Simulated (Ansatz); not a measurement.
## RbCl (Fm-3m): phonons and vibrational spectra

Task: relax RbCl (Fm-3m), then find its harmonic phonons.

Main program and level: Ansatz 0.2.0; DFT PBE, scalar-relativistic, plane waves, PAW.

Report form: the programs' logs are mostly left out.

The database entry behind the starting cell differs from later determinations by our own check (about 0.5 % short), so it need not match the best structure at ambient conditions.

### 1. Set-up

Symmetry: Fm-3m, No. 225, cubic system. Conventional cell: a = 6.548 Å, b = 6.548 Å, c = 6.548 Å, α = 90.00°, β = 90.00°, γ = 90.00°. Nearest to Rb lie 6 Cl at 3.27 Å. Nearest to Cl lie 6 Rb at 3.27 Å. Farther neighbours and most contacts between anions are not listed.

### 2. Relaxation

The cell and atoms are relaxed, since residual forces and stress would shift the frequencies.

The input, input.yaml:

```yaml
crystal:
  lattice:
    - [0.0, 3.274, 3.274]
    - [3.274, 0.0, 3.274]
    - [3.274, 3.274, 0.0]
  atoms:
    - { symbol: Rb, position: [0.0, 0.0, 0.0] }
    - { symbol: Cl, position: [0.5, 0.5, 0.5] }
kpoints:
  mp_grid: { grid: [6, 6, 6] }
hamiltonian:
  xc: pbe
scf:
  occupations: { method: gaussian, width: 0.02 }
output:
  forces: true
  stress: true
  eigenvalues: true
relax:
  adjacent_minimum: "off"
  f_tol: 0.005
  max_steps: 80
  cell: { stress_tol: 0.05 }
```

Command:

```
ansatz run input.yaml --threads 4 --pin off --max-ram 7168MiB --backend cpu --events-out ev --progress --plain --runs-dir out
```

Run time: 1.7 s. Hardware: 4 threads of Arm Neoverse V2, shared host; peak memory 0.32 GiB; 5.2 s of CPU time.

The steps of the relaxation:

| step | energy less that of the first step (eV) | largest force component (eV/Å) | pressure (GPa) | volume (Å³) |
| --- | --- | --- | --- | --- |
| 1 | 0.0000 | 0.0000 | 1.15 | 70.19 |
| 2 | -0.0127 | 0.0000 | 0.52 | 72.66 |
| 3 | -0.0166 | 0.0000 | 0.06 | 74.84 |
| 4 | -0.0166 | 0.0000 | 0.00 | 75.13 |
| 5* | -0.0167 | 0.0000 | 0.01 | 75.13 |

Relaxation steps marked * repeat the geometry before them on a plane-wave basis chosen anew for their cell, so energy and pressure can jump there.

Forces are held to the 48 operations that the run works with; a distortion that breaks them can't arise in this run.

| conventional cell, symmetrised | before | after | change |
| --- | --- | --- | --- |
| a (Å) | 6.548 | 6.698 | +2.3 % |
| b (Å) | 6.548 | 6.698 | +2.3 % |
| c (Å) | 6.548 | 6.698 | +2.3 % |
| volume (Å³/atom) | 35.09 | 37.57 | +7.0 % |

The relaxed structure:

```
Rb Cl
1.0
     0.00000    3.34913    3.34913
     3.34913    0.00000    3.34913
     3.34913    3.34913    0.00000
Rb Cl
1 1
Direct
  0.00000 0.00000 0.00000
  0.50000 0.50000 0.50000
```

This step gave:

```yaml
pressure: 0.005214 GPa
gap_on_the_k_mesh: 4.835 eV
volume_per_atom: 37.57 Å³
direct_gap_on_mesh: 4.835 eV
```

In this step the volume went from 35.09 to 37.57 Å³/atom.

### 3. Tight relaxation

Phonons need a cell at rest on their own settings, so the relaxation is repeated with tight tolerances on forces and stress, using the mesh and the filling of the phonon run that follows.

The input, input.yaml:

```yaml
crystal:
  lattice:
    - [0.0, 3.349126005, 3.349126005]
    - [3.349126005, 0.0, 3.349126005]
    - [3.349126005, 3.349126005, 0.0]
  atoms:
    - { symbol: Rb, position: [0.0, 0.0, 0.0] }
    - { symbol: Cl, position: [0.5, 0.5, 0.5] }
kpoints:
  mp_grid: { grid: [8, 8, 8] }
hamiltonian:
  xc: pbe
scf:
  occupations: { method: fixed }
output:
  forces: true
  stress: true
  eigenvalues: true
relax:
  adjacent_minimum: "off"
  f_tol: 0.001
  max_steps: 60
  cell: { stress_tol: 0.01 }
```

Run time: 1.1 s. Hardware: 4 threads; peak memory 0.33 GiB.

Little changed from the start: no atom moved by 0.005 Å and no cell edge by 0.1 %.

Numbers from this step:

| Item | Value |
| --- | --- |
| pressure | 0.005207 GPa |

The forces vanish by symmetry and the pressure is 0.005 GPa, within the tolerances set. The cell now holds 37.57 Å³/atom.

### 4. Modes at Γ

The zone centre comes first: it holds the modes that light can see, as far as symmetry allows. The response to a homogeneous field gives the Born charges and the dielectric tensor.

input.yaml, the sections that differ from step 3:

```yaml
output:
  eigenvalues: true
phonons:
  method: dfpt
  dielectric: true
  rigid_motions: translations
# crystal, kpoints, hamiltonian, scf: as in step 3
# relax: removed
```

It took 5.3 s on 4 threads; peak memory 0.49 GiB.

This step gave:

```
sum-rule residual before enforcement                    : 4.01e-4 eV/Å²
miss of the charge sum rule                             : 2.37e-5 e
point group                                             : m-3m
highest optical mode at the zone centre (no LO-TO term) : 101.7 cm⁻¹
lowest optical zone-centre mode                         : 101.7 cm⁻¹
mean high-frequency dielectric constant                 : 2.28
largest Born charge (third of the trace)                : 1.166 e
mean static dielectric constant                         : 5.718
top of the zone-centre spectrum with the field          : 161.0 cm⁻¹
```

Without the LO-TO term. Patterns of degenerate modes are one choice out of their space. Modes at Γ, with each element's share of the kinetic energy:

| mode | frequency (cm⁻¹) | symmetry | Rb % | Cl % |
| --- | --- | --- | --- | --- |
| 1 | 0.0 | acoustic | 71 | 29 |
| 2 | 0.0 | acoustic | 71 | 29 |
| 3 | 0.0 | acoustic | 71 | 29 |
| 4 | 101.7 | T1u | 29 | 71 |
| 5 | 101.7 | T1u | 29 | 71 |
| 6 | 101.7 | T1u | 29 | 71 |

Displacements in mode 6 (101.7 cm⁻¹), the largest set to 1:
```
Rb1  0.00  0.05 -0.41
Cl2  0.00 -0.12  1.00
```

Optical modes at the zone centre, without and with the macroscopic field of the longitudinal modes; each column is sorted by frequency, so a row need not hold one and the same mode. Modes with and without the field, by row:

| rank among optical modes | no field (cm⁻¹) | q along (1, 0, 0) (cm⁻¹) |
| --- | --- | --- |
| 1 | 101.7 | 101.7 |
| 2 | 101.7 | 101.7 |
| 3 | 101.7 | 161 |

Born charge (rows field, columns displacement) (e), principal values of the symmetric part by kind of site:

| atom | atoms with these values | low | middle | high | mean |
| --- | --- | --- | --- | --- | --- |
| Rb1 | 1 | 1.17 | 1.17 | 1.17 | 1.17 |
| Cl2 | 1 | -1.17 | -1.17 | -1.17 | -1.17 |

In full for Rb1:

```
1.17 0.00 0.00
0.00 1.17 0.00
0.00 0.00 1.17
```

High-frequency dielectric tensor:

```
2.28 0.00 0.00
0.00 2.28 0.00
0.00 0.00 2.28
```

Static dielectric tensor (ions relaxed, fixed cell):

```
5.72 0.00 0.00
0.00 5.72 0.00
0.00 0.00 5.72
```

Transverse modes. Infrared lines, with heights relative to the strongest:

| position (cm⁻¹) | label | relative intensity |
| --- | --- | --- |
| 102 | T1u | 100 |

Before it was imposed, the acoustic sum rule was missed by 4.0e-4 eV/Å² and the charge sum rule by 2.4e-5 e. Small misses are needed for a sound result but don't prove that mesh and cutoff are converged. The lowest optical mode is real, 102 cm⁻¹.

### 5. Response at finite wavevector

Stability and thermal properties need the whole zone. Linear response on a 4×4×4 q mesh gives force constants as far as a supercell of that size would, and the tensors from the zone-centre run are typed in so that the long-range dipole term is interpolated apart.

input.yaml, the sections that differ from step 4:

```yaml
phonons:
  method: dfpt
  qmesh: [4, 4, 4]
  temperatures: { t_max: 1000, t_step: 50 }
  qpath:
    path:
      - [[0.0, 0.0, 0.0], [0.5, 0.0, 0.5], [0.625, 0.25, 0.625]]
      - [[0.375, 0.375, 0.75], [0.0, 0.0, 0.0], [0.5, 0.5, 0.5], [0.5, 0.25, 0.75], [0.5, 0.0, 0.5]]
    npoints: 10
  non_analytic_term:
    high_frequency_dielectric_tensor: [[2.28, 0.0, 0.0], [0.0, 2.28, 0.0], [0.0, 0.0, 2.28]]
    born_effective_charges:
      - { species: Rb, tensor: [[1.1661, 0.0, 0.0], [0.0, 1.1661, 0.0], [0.0, 0.0, 1.1661]] }
      - { species: Cl, tensor: [[-1.1661, 0.0, 0.0], [0.0, -1.1661, 0.0], [0.0, 0.0, -1.1661]] }
    source: "zone-centre run at this cell"
# crystal, kpoints, hamiltonian, scf, output: as in step 4
```

The job ended after 72 s (4 threads; peak memory 1.1 GiB; 4.6 min of CPU time).

This step gave:

```
sum-rule residual before enforcement                    : 2.06e-4 eV/Å²
lowest frequency on the path                            : 0 cm⁻¹
highest frequency on the path or at a solved wavevector : 161 cm⁻¹
mean frequency                                          : 84.9 cm⁻¹
Debye temperature (second moment)                       : 168 K
logarithmic mean frequency                              : 78.6 cm⁻¹
lowest mode on the q mesh (acoustic modes at Γ apart)   : 30.57 cm⁻¹
zero-point energy per atom                              : 15.78 meV
heat capacity at 300 K                                  : 24.56 J/(mol atoms K)
vibrational entropy at 300 K                            : 49.48 J/(mol atoms K)
```

Frequencies (cm⁻¹) solved at each irreducible wavevector; negative means imaginary. Frequencies by wavevector, by row:

| q in reciprocal lattice units | star | mode 1 | mode 2 | mode 3 | mode 4 | mode 5 | mode 6 |
| --- | --- | --- | --- | --- | --- | --- | --- |
| 0 0 0 | 1 | 0 | 0 | 0 | 101.7 | 101.7 | 101.7 |
| 0 0 0.25 | 8 | 39.6 | 39.6 | 58.5 | 99.3 | 99.3 | 151.9 |
| 0 0 -0.5 | 4 | 58.5 | 58.5 | 93.9 | 95.1 | 95.1 | 135.3 |
| 0 0.25 0.25 | 6 | 30.6 | 30.6 | 71.2 | 104 | 104 | 135.2 |
| 0 0.25 -0.5 | 24 | 49.9 | 61.3 | 76.7 | 101.3 | 104.9 | 124.2 |
| 0 0.25 -0.25 | 12 | 49.4 | 58.3 | 80.2 | 95 | 107.5 | 131.1 |
| 0 -0.5 -0.5 | 3 | 42.1 | 42.1 | 73.6 | 106 | 106 | 116.1 |
| 0.25 -0.5 -0.25 | 6 | 61.4 | 61.4 | 68.1 | 106.6 | 110.9 | 110.9 |

Interpolated from a 4×4×4 q mesh, with the LO-TO term (at Γ the limit along the path; where Γ stands inside the path, tables give the limit on arrival). The phonon branches at the labelled points (cm⁻¹):

| point | branch 1 | branch 2 | branch 3 | branch 4 | branch 5 | branch 6 |
| --- | --- | --- | --- | --- | --- | --- |
| Γ | 0 | 0 | 0 | 102 | 102 | 161 |
| halfway | 31 | 31 | 71 | 104 | 104 | 135 |
| X | 42 | 42 | 74 | 106 | 106 | 116 |
| halfway | 45 | 51 | 72 | 105 | 109 | 115 |
| U | 52 | 68 | 68 | 102 | 113 | 114 |
| jump to K | 52 | 68 | 68 | 102 | 113 | 114 |
| halfway | 38 | 51 | 68 | 96 | 106 | 143 |
| Γ | 0 | 0 | 0 | 102 | 102 | 161 |
| halfway | 40 | 40 | 58 | 99 | 99 | 152 |
| L | 58 | 58 | 94 | 95 | 95 | 135 |
| halfway | 58 | 61 | 82 | 99 | 104 | 126 |
| W | 61 | 61 | 68 | 107 | 111 | 111 |
| halfway | 49 | 56 | 71 | 107 | 108 | 114 |
| X | 42 | 42 | 74 | 106 | 106 | 116 |

Tetrahedra on a 16×16×16 mesh, mean over bins of 2 cm-1. Interpolated from a 4×4×4 q mesh. Table of phonon density of states by wavenumber; read off at these points:

| wavenumber (cm⁻¹) | phonon density of states (1/cm⁻¹/cell) |
| --- | --- |
| 5.0 | 1.5e-4 |
| 10.0 | 9.7e-4 |
| 15.0 | 0.00232 |
| 20.0 | 0.00496 |
| 25.0 | 0.00853 |
| 30.0 | 0.0140 |
| 35.0 | 0.0216 |
| 40.0 | 0.0345 |
| 45.0 | 0.0546 |
| 50.0 | 0.0651 |
| 55.0 | 0.0885 |
| 57.0 | 0.124 |
| 60.0 | 0.1000 |
| 65.0 | 0.0197 |
| 70.0 | 0.0327 |
| 75.0 | 0.0568 |
| 77.0 | 0.0857 |
| 80.0 | 0.0494 |
| 85.0 | 0.0186 |
| 90.0 | 0.00713 |
| 95.0 | 0.0434 |
| 100.0 | 0.141 |
| 103.0 | 0.179 |
| 105.0 | 0.169 |
| 110.0 | 0.0496 |
| 115.0 | 0.0367 |
| 117.0 | 0.0415 |
| 120.0 | 0.0342 |
| 125.0 | 0.0313 |
| 130.0 | 0.0295 |
| 135.0 | 0.027 |
| 140.0 | 0.0169 |
| 145.0 | 0.0127 |
| 150.0 | 0.00954 |
| 155.0 | 0.00648 |
| 160.0 | 0.00175 |

Phonopy on the run's constants, 15x15x15 mesh, Gaussian sigma 2.0 cm-1. Interpolated from a 4×4×4 q mesh. The partial phonon density of states by wavenumber; read off at these points; values in 1/cm⁻¹/cell:

| wavenumber (cm⁻¹) | Cl | Rb |
| --- | --- | --- |
| -5.0 | 2.7e-6 | 2.7e-6 |
| 0.0 | 5.0e-5 | 1.2e-4 |
| 5.0 | 1.9e-5 | 3.8e-5 |
| 10.0 | 4.4e-4 | 0.00107 |
| 15.0 | 6.4e-4 | 0.0016 |
| 20.0 | 0.00158 | 0.00411 |
| 25.0 | 0.00220 | 0.00598 |
| 30.0 | 0.00366 | 0.0106 |
| 35.0 | 0.00538 | 0.0168 |
| 40.0 | 0.00809 | 0.0282 |
| 45.0 | 0.0108 | 0.0432 |
| 50.0 | 0.0102 | 0.0526 |
| 55.0 | 0.00968 | 0.0795 |
| 58.7 | 0.00718 | 0.100 |
| 60.0 | 0.00655 | 0.0924 |
| 65.0 | 0.00332 | 0.0283 |
| 70.0 | 0.00368 | 0.0296 |
| 75.0 | 0.00598 | 0.0524 |
| 77.3 | 0.00648 | 0.0597 |
| 80.0 | 0.00506 | 0.0460 |
| 85.0 | 0.00224 | 0.0185 |
| 90.0 | 0.00170 | 0.00707 |
| 95.0 | 0.0534 | 0.00493 |
| 100.0 | 0.119 | 0.0212 |
| 102.9 | 0.130 | 0.0299 |
| 105.0 | 0.119 | 0.0282 |
| 110.0 | 0.0452 | 0.00851 |
| 115.0 | 0.0300 | 0.00236 |
| 120.0 | 0.0332 | 0.00136 |
| 125.0 | 0.0298 | 0.00122 |
| 130.0 | 0.0274 | 0.00169 |
| 135.0 | 0.0235 | 0.00242 |
| 140.0 | 0.0151 | 0.00278 |
| 145.0 | 0.0103 | 0.00260 |
| 150.0 | 0.00732 | 0.00226 |
| 155.0 | 0.00487 | 0.00174 |
| 160.0 | 0.00172 | 6.7e-4 |
| 165.0 | 3.7e-5 | 1.3e-5 |
| 170.0 | 0 | 0 |

Second derivatives of the energy by pair, one row for each kind of neighbour of each atom listed. Each entry sums the pair over the periodic images of the supercell that the q mesh stands for, and in a polar crystal it holds the long-range dipole part too. Force constants by pair, by row:

| atom | neighbour | distance (Å) | third of the trace (eV/Å²) | along the pair's line (eV/Å²) |
| --- | --- | --- | --- | --- |
| Rb1 | itself | 0 | 1.534 | – |
| Rb1 | Cl | 3.349 | -0.2236 | -0.396 |
| Rb1 | Rb | 4.736 | -0.0111 | -0.2023 |
| Rb1 | Cl | 5.801 | 2.00e-4 | 0.0775 |
| Rb1 | Rb | 6.698 | -0.0234 | -0.0913 |
| Rb1 | Cl | 7.489 | 0.008 | 0.0506 |
| Cl2 | itself | 0 | 1.476 | – |
| Cl2 | Rb | 3.349 | -0.2236 | -0.396 |
| Cl2 | Cl | 4.736 | -0.0053 | -0.1555 |
| Cl2 | Rb | 5.801 | 2.00e-4 | 0.0775 |
| Cl2 | Cl | 6.698 | -0.0261 | -0.1043 |
| Cl2 | Rb | 7.489 | 0.008 | 0.0506 |

Harmonic thermodynamic functions per atom, from the density of states. Interpolated from a 4×4×4 q mesh. Thermodynamic functions, by row:

| T (K) | F_vib (meV/atom) | S (J/mol-atom/K) | C_V (J/mol-atom/K) |
| --- | --- | --- | --- |
| 0 | 15.78 | 0 | 0 |
| 50 | 13.92 | 10.31 | 15.54 |
| 100 | 4.94 | 23.54 | 21.82 |
| 200 | -28.61 | 39.61 | 24.09 |
| 300 | -75.1 | 49.48 | 24.56 |
| 400 | -130.2 | 56.57 | 24.72 |
| 500 | -191.8 | 62.1 | 24.8 |
| 600 | -258.6 | 66.62 | 24.84 |
| 700 | -329.7 | 70.46 | 24.87 |
| 800 | -404.5 | 73.78 | 24.89 |
| 900 | -482.5 | 76.71 | 24.9 |
| 1000 | -563.4 | 79.33 | 24.91 |

Harmonic mean-square displacement, third of the trace. Interpolated from a 4×4×4 q mesh. Mean square displacements, by row:

| T (K) | Rb1 U_eq (Å²) | Cl2 U_eq (Å²) |
| --- | --- | --- |
| 0 | 0.00341 | 0.00513 |
| 100 | 0.01019 | 0.01095 |
| 300 | 0.02934 | 0.02995 |
| 600 | 0.05845 | 0.05933 |

Symmetry leaves 8 wavevectors to solve. The lowest mode among them, the acoustic zeros apart, lies at q = (0, 0.25, 0.25) and is real, 30.6 cm⁻¹.

### 6. Finite displacements in a supercell

Finite displacements in a 2×2×2 supercell give force constants from forces alone. They are exact at the wavevectors that the supercell holds, where they check the linear-response result.

input.yaml, as its differences from that of step 5:

```diff
@@ -17,4 +17,4 @@
 phonons:
-  method: dfpt
-  qmesh: [4, 4, 4]
+  method: fd
+  supercell: [2, 2, 2]
   temperatures: { t_max: 1000, t_step: 50 }
```

Elapsed: 22 s, on 4 threads; peak memory 1.4 GiB; 83 s of CPU time.

This step gave:

| Property | Result |
| --- | --- |
| atoms in the supercell | 16 |
| sum-rule residual before enforcement | 3.15e-4 eV/Å² |

Interpolated from a 2×2×2 supercell, with the LO-TO term (at Γ the limit along the path; where Γ stands inside the path, tables give the limit on arrival). Phonon branches along the path, in cm⁻¹:

| point | branch 1 | branch 2 | branch 3 | branch 4 | branch 5 | branch 6 |
| --- | --- | --- | --- | --- | --- | --- |
| Γ | 0 | 0 | 0 | 102 | 102 | 161 |
| halfway | 34 | 34 | 70 | 106 | 106 | 135 |
| X | 42 | 42 | 74 | 106 | 106 | 116 |
| halfway | 44 | 51 | 72 | 105 | 107 | 116 |
| U | 49 | 67 | 68 | 101 | 111 | 115 |
| jump to K | 49 | 67 | 68 | 101 | 111 | 115 |
| halfway | 41 | 51 | 69 | 93 | 108 | 142 |
| Γ | 0 | 0 | 0 | 102 | 102 | 161 |
| halfway | 41 | 41 | 60 | 99 | 99 | 152 |
| L | 58 | 58 | 94 | 95 | 95 | 135 |
| halfway | 56 | 60 | 83 | 98 | 105 | 124 |
| W | 61 | 61 | 66 | 100 | 112 | 112 |
| halfway | 49 | 54 | 70 | 104 | 108 | 115 |
| X | 42 | 42 | 74 | 106 | 106 | 116 |

The phonon density of states has structure finer than the step of the table below, so its rows give means over 10 cm⁻¹, whole bins alone (the curve runs from 1 to 161 cm⁻¹). Peaks (cm⁻¹: height): 55.0: 0.121, 77.0: 0.0859, 107.0: 0.130, 115.0: 0.0523.

Tetrahedra on a 16×16×16 mesh, mean over bins of 2 cm-1. Interpolated from a 2×2×2 supercell. Phonon density of states against wavenumber; means over each step:

| wavenumber (cm⁻¹) | phonon density of states (1/cm⁻¹/cell) |
| --- | --- |
| 10 | 8.2e-4 |
| 20 | 0.00396 |
| 30 | 0.0113 |
| 40 | 0.0360 |
| 50 | 0.0782 |
| 60 | 0.0798 |
| 70 | 0.0335 |
| 80 | 0.0486 |
| 90 | 0.0214 |
| 100 | 0.116 |
| 110 | 0.0769 |
| 120 | 0.0381 |
| 130 | 0.0269 |
| 140 | 0.0169 |
| 150 | 0.00924 |

At Γ the two methods differ by at most 0.0 cm⁻¹.

### 7. Summary of results

```json
{"space group after relaxation (within 0.01 Å)": "Fm-3m", "volume per atom": "37.6 Å³", "gap on the k-mesh": "4.84 eV", "highest optical mode at the zone centre (no LO-TO term)": "102 cm⁻¹", "top of the zone-centre spectrum with the field": "161 cm⁻¹", "lowest optical zone-centre mode": "102 cm⁻¹", "mean high-frequency dielectric constant": "2.28", "mean static dielectric constant": "5.72", "largest Born charge (third of the trace)": "1.17 e", "lowest mode on the q mesh (acoustic modes at Γ apart)": "30.6 cm⁻¹", "highest frequency on the path or at a solved wavevector": "161 cm⁻¹", "zero-point energy per atom": "15.8 meV", "heat capacity at 300 K": "24.6 J/(mol atoms K)", "vibrational entropy at 300 K": "49.5 J/(mol atoms K)", "Debye temperature (second moment)": "168 K", "imaginary modes on the 4×4×4 q mesh": "none"}
```

**Reading.** The structure is a minimum as far as tested: no mode is imaginary at the 8 irreducible wavevectors of the 4×4×4 mesh, and the softest away from the acoustic zeros lies at 31 cm⁻¹. Without the field, the optical modes at Γ form one degenerate level at 102 cm⁻¹. The highest mode in this list at Γ, 101.7 cm⁻¹, is mostly motion of Cl (71 % of the kinetic energy). With the macroscopic field of the longitudinal modes the top of the zone-centre spectrum lies at 161 cm⁻¹, against 102 cm⁻¹ without it. Lattice motion raises the mean dielectric constant from 2.28 to 5.718. The strongest infrared line is at 102 cm⁻¹. Finite displacements and linear response differ by 0.0 cm⁻¹ in the highest zone-centre mode. These are harmonic frequencies at zero temperature: anharmonic shifts, linewidths and thermal expansion are left out.

[Logs are printed without paths, hosts, clocks, repeated set-up lines and the standing remarks that a program may print on its own settings, such as how far it seeks lower states.]

[Hosts, paths, dates, database ids (printed as entryN), source tags and the programs' standing remarks are cut or masked in the printed files.]
